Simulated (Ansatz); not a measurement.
# Al2O3: molecular dynamics

Purpose: to ramp the temperature up and watch the lattice. Runs: 230 steps of 1 fs under a Langevin thermostat, set from 300 K to 2000 K by a schedule. The start is the crystal (R-3c), its volume scaled by 1.1.

Method: DFT PBE, plane waves, PAW, scalar-relativistic, no spin polarisation, in Ansatz 0.2.0.

### 1 The system as given

The cell holds 20 atoms (Al8O12): a = 9.373 Å, b = 9.373 Å, c = 9.373 Å, α = 30.35°, β = 30.35°, γ = 30.35°.

The coordinates stand in the first input below.

### 2 Dynamics

230 steps of 1 fs under a Langevin thermostat, set from 300 K to 2000 K by a schedule.

input.yaml

```yaml
crystal:
  lattice:
    - [-2.45373, -1.416662, 8.93404]
    - [2.45373, -1.416662, 8.93404]
    - [0.0, 2.833323, 8.93404]
  atoms:
    - { symbol: Al, position: [0.176105, 0.176105, 0.176105] }
    - { symbol: Al, position: [0.073895, 0.073895, 0.073895] }
    - { symbol: Al, position: [0.323895, 0.323895, 0.323895] }
    - { symbol: Al, position: [0.426105, 0.426105, 0.426105] }
    - { symbol: O, position: [0.93124, 0.31876, 0.625] }
    - { symbol: O, position: [0.625, 0.93124, 0.31876] }
    - { symbol: O, position: [0.31876, 0.625, 0.93124] }
    - { symbol: O, position: [0.56876, 0.18124, 0.875] }
    - { symbol: O, position: [0.875, 0.56876, 0.18124] }
    - { symbol: O, position: [0.18124, 0.875, 0.56876] }
    - { symbol: Al, position: [0.676105, 0.676105, 0.676105] }
    - { symbol: Al, position: [0.573895, 0.573895, 0.573895] }
    - { symbol: Al, position: [0.823895, 0.823895, 0.823895] }
    - { symbol: Al, position: [0.926105, 0.926105, 0.926105] }
    - { symbol: O, position: [0.43124, 0.81876, 0.125] }
    - { symbol: O, position: [0.125, 0.43124, 0.81876] }
    - { symbol: O, position: [0.81876, 0.125, 0.43124] }
    - { symbol: O, position: [0.06876, 0.68124, 0.375] }
    - { symbol: O, position: [0.375, 0.06876, 0.68124] }
    - { symbol: O, position: [0.68124, 0.375, 0.06876] }
basis:
  ecutwfc: 420.0
kpoints:
  mp_grid: { grid: [4, 4, 4] }
hamiltonian:
  xc: pbe
  pseudopotentials: { kind: paw, azcp: { folder: soft_1 } }
scf:
  occupations: { method: fermi_dirac, width: 0.17 }
  lower_state_search: "off"
md:
  timestep: 1
  n_steps: 230
  ensemble: nvt_langevin
  temperature: 300.0
  initial_velocities: maxwell_boltzmann
  seed: 583191
  friction: 0.02
  temperature_schedule: [{ n_steps: 230, end_temperature: 2000.0 }]
```

Started as:

```bash
$ ansatz run input.yaml --threads 2 --pin off --max-ram 5120MiB --backend cpu --events-out ev --progress --plain --runs-dir out
```

What it wrote, cut to the lines that bear on the results:

```text
Warning: md: disabling space-group detection — thermal motion breaks the input geometry's symmetry, so no spatial operation reduces the k-mesh or symmetrises the density; time reversal is kept, so that k and −k are solved as one point where they differ and the mesh holds both, and exact [...]
Warning: RAYON_NUM_THREADS=2 ignored (pool sized by the plan → 2); use --threads N
[...]
band count auto-derived: 70 (N_el = 96.0; filled up to band 48; 68 by the electrons, moments and atoms)
[...]
Pseudopotentials: kind: paw
Pseudopotential: Al, paw, valence charge 3, recommended cutoff 420 eV (normal), <dir>
Pseudopotential: O, paw, valence charge 6, recommended cutoff 420 eV (normal), <dir>
Functional definition: PBE
[...]
Crystal: 20 atoms, lattice volume = 186.334 Å³
Basis set: ecut = 420 eV, 3683 PW (Γ), FFT grids on a1−a3, a2−a3, a3, exchange–correlation on 72×72×128 points (8 copies of the dense FFT grid, shifted against one another)
Bands: 70, of which v1, the nominal top of the filled ones, is band 48 counted from 1 (47 counted from 0)
Symmetry: 1 space group operations
k-points: 36 of 64 (time reversal used)
[...]
SCF iter   1: F=—  HF=-11145.387512 eV  |F-HF|=—  |Δ(HF+E_count)|=         —  Δρ=1.18e-1  dr2=2.57e1  ethr=3.10e-3  ⟨swp⟩=7.9  Hψ=11695  notcnv=0  defer=14
[...]
md step     0: t =     0.00 fs  T =   285.0 K (target 300.0 K)  F+E_penalty+E_count = -11138.84899233 eV  E_kin = 0.736782 eV  (9 SCF iters)
[...]
md step     7: t =     7.00 fs  T =   201.4 K (target 348.0 K)  F+E_penalty+E_count = -11138.62019591 eV  E_kin = 0.520568 eV  (5 SCF iters)
[...]
md step    14: t =    14.00 fs  T =   163.4 K (target 399.8 K)  F+E_penalty+E_count = -11138.33057760 eV  E_kin = 0.422311 eV  (5 SCF iters)
[...]
md step    21: t =    21.00 fs  T =   164.6 K (target 451.5 K)  F+E_penalty+E_count = -11138.21839791 eV  E_kin = 0.425554 eV  (5 SCF iters)
[...]
md step    28: t =    28.00 fs  T =   330.7 K (target 503.3 K)  F+E_penalty+E_count = -11138.26159590 eV  E_kin = 0.855039 eV  (5 SCF iters)
md step    29: t =    29.00 fs  T =   362.8 K (target 510.7 K)  F+E_penalty+E_count = -11138.25908789 eV  E_kin = 0.937969 eV  (5 SCF iters)
```

### 3 More of the same log: dynamics from the start

Output, continued, cut to the lines that bear on the results:

```text
md step    30: t =    30.00 fs  T =   351.9 K (target 518.0 K)  F+E_penalty+E_count = -11138.25446738 eV  E_kin = 0.909616 eV  (7 SCF iters)
[...]
md step    50: t =    50.00 fs  T =   308.6 K (target 665.9 K)  F+E_penalty+E_count = -11137.67642883 eV  E_kin = 0.797857 eV  (7 SCF iters)
[...]
md step    70: t =    70.00 fs  T =   530.5 K (target 813.7 K)  F+E_penalty+E_count = -11137.65464157 eV  E_kin = 1.371506 eV  (7 SCF iters)
[...]
md step    90: t =    90.00 fs  T =   632.9 K (target 961.5 K)  F+E_penalty+E_count = -11136.95789558 eV  E_kin = 1.636054 eV  (7 SCF iters)
[...]
md step   229: t =   229.00 fs  T =  1224.7 K (target 1988.9 K)  F+E_penalty+E_count = -11134.41302593 eV  E_kin = 3.166182 eV  (6 SCF iters)
[...]
md step   230: t =   230.00 fs  T =  1259.6 K (target 1996.3 K)  F+E_penalty+E_count = -11134.41216995 eV  E_kin = 3.256189 eV  (8 SCF iters)
SCF converged after 8 iterations
Free energy (F): -11134.412170 eV
[...]
E sigma→0 (E₀):  -11134.412165 eV
Entropy (-TS):   -0.000010 eV (-0.001 meV/atom)
Fermi energy:    9.528335 eV
[...]
--- Forces (eV/Å), atoms counted from 1 ---
  atom   1  Al     1.36451439    -1.25005726    -0.56724735
  atom   2  Al     1.49730381    -0.88591413     1.46176522
  atom   3  Al    -2.15887648    -1.47822554     1.99151964
  atom   4  Al    -0.95424780    -3.28221338    -1.17808842
  atom   5  O      2.30675103     4.72374767    -3.27961066
  atom   6  O     -0.01436760    -0.96271467    -1.34701981
  atom   7  O      0.00587654    -0.48510705    -1.05608471
  atom   8  O      0.58893910    -1.11283579    -0.91816042
[...]
--- MD trajectory: 230 steps, t = 0.0 → 230.0 fs ---
  final state: T = 1259.6 K   F+E_penalty+E_count = -11134.41216995 eV   E_kin = 3.256189 eV
```

Wall time 41 min (2 threads of Arm Neoverse V2, shared host); peak memory 0.89 GiB.

### 4 Frames and traces

One step in 17; energies are changes from step 0; msd is the mean square displacement from the start, the centre of mass held:

```csv
time (fs),T (K),potential energy change (meV/atom),msd Al (Å²),msd O (Å²)
0.0,285,0.0,0.000,0.000
17.0,149,30.0,0.004,0.005
34.0,404,32.8,0.004,0.010
51.0,289,59.3,0.010,0.015
68.0,641,57.8,0.014,0.016
85.0,594,98.1,0.022,0.014
102.0,1036,80.1,0.022,0.012
119.0,868,125.4,0.031,0.017
136.0,931,116.5,0.013,0.024
153.0,1308,132.6,0.014,0.028
170.0,939,138.0,0.031,0.024
187.0,1102,120.2,0.032,0.016
204.0,1192,121.2,0.031,0.022
221.0,1490,182.7,0.044,0.038
230.0,1260,221.8,0.049,0.049
```

time (fs), T (K) and a bar:
```
      0.0        285 ###
     10.0        180 
     20.0        157 
     30.0        352 ####
     40.0        395 #####
     50.0        309 ###
     60.0        440 ######
     70.0        531 ########
     80.0        558 ########
     90.0        633 ##########
    100.0        984 #################
    110.0        755 #############
    120.0        830 ##############
    130.0        839 ##############
    140.0       1276 ########################
    150.0       1360 #########################
    160.0       1052 ###################
    170.0        939 ################
    180.0       1076 ###################
    190.0        963 #################
    200.0       1187 ######################
    210.0       1582 ##############################
    220.0       1408 ##########################
    230.0       1260 #######################
```

Maxima of the velocity power spectrum (cm⁻¹, relative height; resolution about 290 cm⁻¹): 400 (100).

### 5 Positions and forces

Extended XYZ, with forces in eV/Å:

```xyz
20
Lattice="-2.454 -1.417 8.934 2.454 -1.417 8.934 0.000 2.833 8.934" Properties=species:S:1:pos:R:3:forces:R:3 pbc="T T T" time_fs=46.0 T=321 dE=1.0774
Al    0.084   -0.084    4.637   -1.773    1.502    1.193
Al    0.030   -0.073    2.001   -0.943    0.595   -1.640
Al    0.053   -0.038    8.604    0.252    0.050    0.493
Al   -0.046   -0.021   11.399    0.007   -0.274   -0.863
O    -1.488   -0.064   16.572    0.391   -0.424    1.363
O     0.803   -1.290   16.758   -0.549   -0.409   -0.963
O     0.872    1.250   16.776   -0.535    0.224   -0.227
O    -0.835    1.427   14.633   -0.756    0.818   -1.536
O    -0.750   -1.443   14.372    1.279   -1.144    0.581
O     1.705    0.121   14.393    0.270    0.219    0.292
Al    0.029   -0.049   18.126    0.006   -0.078   -0.108
Al    0.090   -0.055   15.345   -0.316    0.702    0.000
Al   -0.058    0.099   22.040    0.556   -1.701    0.253
Al    0.074   -0.010   24.848    0.299   -0.487   -0.416
O     0.904   -1.438   12.168   -0.011   -0.585    0.502
O     0.703    1.524   12.253    0.068   -0.363   -0.028
O    -1.798   -0.185   12.198    1.025    0.778    0.396
O     1.510   -0.027    9.987   -0.347   -0.377    0.276
O    -0.737    1.153   10.036    0.013    1.159    0.248
O    -0.846   -1.385    9.951    1.064   -0.205    0.183
20
Lattice="-2.454 -1.417 8.934 2.454 -1.417 8.934 0.000 2.833 8.934" Properties=species:S:1:pos:R:3:forces:R:3 pbc="T T T" time_fs=92.0 T=652 dE=1.8350
Al    0.151    0.126    4.699    0.753   -3.256   -1.482
Al   -0.161   -0.135    1.835    2.191    0.233    0.797
Al   -0.036   -0.070    8.568    1.331   -0.692    0.663
Al   -0.014   -0.044   11.396    0.520   -0.429    0.033
O    -1.451   -0.005   16.732    0.392   -1.318   -0.279
O     0.802   -1.380   16.692   -0.477   -0.399   -0.571
O     0.829    1.168   16.693   -0.260    0.887   -0.418
O    -0.914    1.264   14.388    1.177    1.320    1.462
O    -0.675   -1.583   14.515    0.367   -0.363   -0.043
O     1.874    0.019   14.499   -2.196    0.877    0.790
Al    0.033   -0.166   18.098   -0.801    1.398   -0.012
Al    0.126   -0.074   15.461   -1.064   -0.056   -1.394
Al    0.139   -0.061   22.098   -0.980    1.464   -1.333
Al    0.063   -0.165   24.694    0.405    1.356    0.996
O     0.930   -1.502   12.139    0.985    0.465    0.388
O     0.867    1.489   12.190   -0.985   -0.086    0.270
O    -1.606   -0.073   12.337   -0.200   -1.159   -1.119
O     1.567   -0.098    9.972   -0.865    0.137   -0.053
O    -0.673    1.285    9.797   -0.694   -1.409    1.516
O    -0.769   -1.421    9.997    0.402    1.031   -0.210
20
Lattice="-2.454 -1.417 8.934 2.454 -1.417 8.934 0.000 2.833 8.934" Properties=species:S:1:pos:R:3:forces:R:3 pbc="T T T" time_fs=138.0 T=1144 dE=2.2644
Al    0.070   -0.067    4.526   -0.600    0.908    0.411
Al   -0.002   -0.053    1.867   -0.810    0.041   -0.278
Al    0.054   -0.009    8.577   -2.477   -2.293    0.808
Al    0.035   -0.063   11.252   -0.779    0.202    0.602
O    -1.602   -0.210   16.610    1.657    1.961   -0.425
O     0.635   -1.470   16.794    1.119    1.033   -1.608
O     0.840    1.167   16.698   -2.168    0.029   -0.516
O    -1.019    1.284   14.551    1.355    1.507   -1.048
O    -0.745   -1.566   14.349    0.140    0.132    0.232
O     1.825    0.108   14.317   -2.058   -1.224    1.063
Al   -0.103   -0.013   17.971    0.851   -0.693    0.414
Al   -0.020   -0.104   15.233    0.876    0.040   -0.209
Al    0.002    0.066   22.043    0.569   -1.874   -0.482
Al    0.017   -0.132   24.878    0.219    0.097   -1.528
O     1.022   -1.505   12.127   -0.552    0.497    0.681
O     0.799    1.447   12.190   -0.603    0.225   -0.401
O    -1.678   -0.159   12.057    0.123   -0.390    0.907
O     1.485   -0.071    9.855   -1.872    0.229    1.195
O    -1.010    1.318    9.963    3.392   -0.672    0.401
O    -0.907   -1.400    9.879    1.617    0.246   -0.222
20
Lattice="-2.454 -1.417 8.934 2.454 -1.417 8.934 0.000 2.833 8.934" Properties=species:S:1:pos:R:3:forces:R:3 pbc="T T T" time_fs=184.0 T=1011 dE=2.2473
Al   -0.139   -0.033    4.814    0.389   -0.984   -1.409
Al   -0.079   -0.114    1.972   -0.049   -0.112   -1.549
Al   -0.257   -0.231    8.456    1.201    0.543    0.786
Al   -0.091   -0.079   11.140   -0.152   -0.577   -0.042
O    -1.673   -0.078   16.614    0.719   -0.939   -0.562
O     0.655   -1.445   16.525   -1.177   -0.279   -0.484
O     0.620    1.107   16.616   -0.459    0.950   -0.914
O    -1.048    1.266   14.325   -0.066    0.897   -0.202
O    -0.860   -1.690   14.420   -0.712    1.125   -0.438
O     1.645    0.033   14.427   -0.997   -0.101   -0.438
Al   -0.158   -0.231   17.902    0.276    1.256    0.844
Al   -0.211   -0.020   15.246    1.601   -1.605    0.730
Al   -0.057   -0.076   21.728   -1.748   -1.657    0.803
Al   -0.080   -0.127   24.509   -0.999    0.321    2.132
O     0.683   -1.491   12.246    2.774    1.768   -1.426
O     0.679    1.312   12.049   -0.659    1.740    0.659
O    -1.811   -0.143   12.025    0.281   -1.194    1.205
O     1.560   -0.091   10.004   -2.232   -0.907   -0.601
O    -0.936    1.259    9.787    1.503   -1.169    1.301
O    -0.872   -1.470    9.913    0.505    0.924   -0.394
20
Lattice="-2.454 -1.417 8.934 2.454 -1.417 8.934 0.000 2.833 8.934" Properties=species:S:1:pos:R:3:forces:R:3 pbc="T T T" time_fs=230.0 T=1260 dE=4.4368
Al   -0.310   -0.058    4.343    1.365   -1.250   -0.567
Al   -0.236   -0.213    1.398    1.497   -0.886    1.462
Al   -0.311   -0.277    8.179   -2.159   -1.478    1.992
Al   -0.133    0.025   11.221   -0.954   -3.282   -1.178
O    -1.783   -0.538   16.502    2.307    4.724   -3.280
O     0.432   -1.447   16.500   -0.014   -0.963   -1.347
O     0.542    1.064   16.507    0.006   -0.485   -1.056
O    -1.221    1.350   14.408    0.589   -1.113   -0.918
O    -0.869   -1.575   13.988   -1.631   -1.844    2.224
O     1.473   -0.125   14.260   -0.534    2.317   -0.242
Al   -0.134   -0.151   18.065   -0.783   -1.706   -2.190
Al   -0.326   -0.211   15.203   -0.271    0.035    0.813
Al   -0.169   -0.209   21.864   -0.028    0.928   -1.852
Al   -0.408   -0.087   24.356    1.110    0.002    2.278
O     0.743   -1.701   12.033    0.406    1.464   -1.277
O     0.593    1.462   11.744    1.044    1.015    2.796
O    -1.808   -0.271   12.105   -0.513    1.181   -0.465
O     1.418   -0.169    9.865   -0.981   -0.008    0.437
O    -0.811    0.969    9.650   -1.748    1.689    1.349
O    -1.087   -1.496    9.490    1.293   -0.338    1.021
```

### 6 Outcome

| quantity | value |
| --- | --- |
| length | 230 steps of 1 fs |
| temperature, first and last step | 285 and 1260 K |
| temperature, second half | mean 1148 K, from 671 to 1591 K |
| potential energy, second half | +136 meV/atom from the start |
| mean square displacement, second half | Al 0.028, O 0.025 Å² |

Under a schedule from 300 to 2000 K over 230 fs, the atoms average 1432 K over the last tenth of the run. Such a rate, of order 10^16 K/s, is far beyond any furnace or quench, and the atoms lag the set-point. Counted from the crystal's sites, with the common drift removed, the atoms stand 0.19 Å away over the last tenth of the run (root mean square), 10 % of the neighbour distance: near the range, 10 to 20 % and a little above, in which crystals usually melt. Averages from a run of 230 fs with 20 atoms are rough.
